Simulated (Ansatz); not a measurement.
# BN: the cost of one run

Program: Ansatz 0.2.0. Level of theory: DFT PBE+D3(BJ), scalar-relativistic, plane waves, PAW. These are calculated values, not measurements.

2 further runs of the same task are left out: 1 that didn't finish, 1 set aside as unsound or not needed.

### Step 1. The starting structure

It takes space group P6_3/mmc (No. 194, hexagonal). Conventional cell: a = 2.506 Å, b = 2.506 Å, c = 6.617 Å, α = 90.00°, β = 90.00°, γ = 120.00°. B (site symmetry -6m2) is surrounded by 3 N at 1.45 Å. N (site symmetry -6m2) has 3 B at 1.45 Å as nearest neighbours.

Coordinates:

```cif
data_structure
_symmetry_space_group_name_H-M 'P6_3/mmc'
_symmetry_Int_Tables_number 194
_cell_length_a 2.5064
_cell_length_b 2.5064
_cell_length_c 6.6168
_cell_angle_alpha 90.000
_cell_angle_beta 90.000
_cell_angle_gamma 120.000
_cell_volume 36.00
loop_
_atom_site_label
_atom_site_type_symbol
_atom_site_symmetry_multiplicity
_atom_site_Wyckoff_symbol
_atom_site_fract_x
_atom_site_fract_y
_atom_site_fract_z
_atom_site_occupancy
B1 B 2 c 0.33333 0.66667 0.25000 1
N1 N 2 d 0.33333 0.66667 0.75000 1
```

This cell was relaxed beforehand with the same method: volume 9.00 Å³/atom, gap on the mesh 4.27 eV.

### Step 2. The slab

Miller indices refer to the conventional cell of the relaxed bulk, P6_3/mmc (No. 194): a = 2.506 Å, b = 2.506 Å, c = 6.617 Å, α = 90.00°, β = 90.00°, γ = 120.00°.

A (001) slab, 6.6 Å thick as cut, with 17 Å of vacuum; its outer planes are BN (top) and BN (bottom).

The slab as cut. Layers, bottom to top:

```
plane  atoms per cell  height over the lowest (Å)
    1              BN                        0.00
    2              BN                        3.31
    3              BN                        6.62
```

### Step 3. Relaxing the clean slab

input.yaml

```yaml
crystal:
  lattice:
    - [2.5064381127, 0.0, 0.0]
    - [-1.2532190563, 2.1706390786, 0.0]
    - [0.0, 0.0, 23.616847452]
  atoms:
    - { symbol: B, position: [0.3333333333, 0.6666666667, 0.3599125589] }
    - { symbol: "N", position: [0.6666666667, 0.3333333333, 0.3599125589] }
    - { symbol: B, position: [0.6666666667, 0.3333333333, 0.5] }
    - { symbol: "N", position: [0.3333333333, 0.6666666667, 0.5] }
    - { symbol: B, position: [0.3333333333, 0.6666666667, 0.6400874411] }
    - { symbol: "N", position: [0.6666666667, 0.3333333333, 0.6400874411] }
basis:
  ecutwfc: 420
kpoints:
  mp_grid: { grid: [12, 12, 1] }
hamiltonian:
  xc: pbe
  dispersion: d3bj
scf:
  occupations: { method: gaussian, width: 0.05 }
output:
  forces: true
  eigenvalues: true
  write_density: true
  write_potential: true
  elf: true
  volumetric_format: npy
relax:
  adjacent_minimum: "off"
  f_tol: 0.03
  max_steps: 70
  constraints: [{ sites: [0, 1] }]
efield:
  axis: 3
  dipole_correction: true
  ramp_width: 0.04
```

On the command line:

```bash
> ansatz run input.yaml --threads 2 --pin off --max-ram 5120MiB --backend cpu --events-out ev --progress --plain --runs-dir out
```

**Question.** How long does this run take on 2 threads of Arm Neoverse V2, shared host, and how much memory does it need?

About 3.7 s, with a peak of 0.34 GiB.
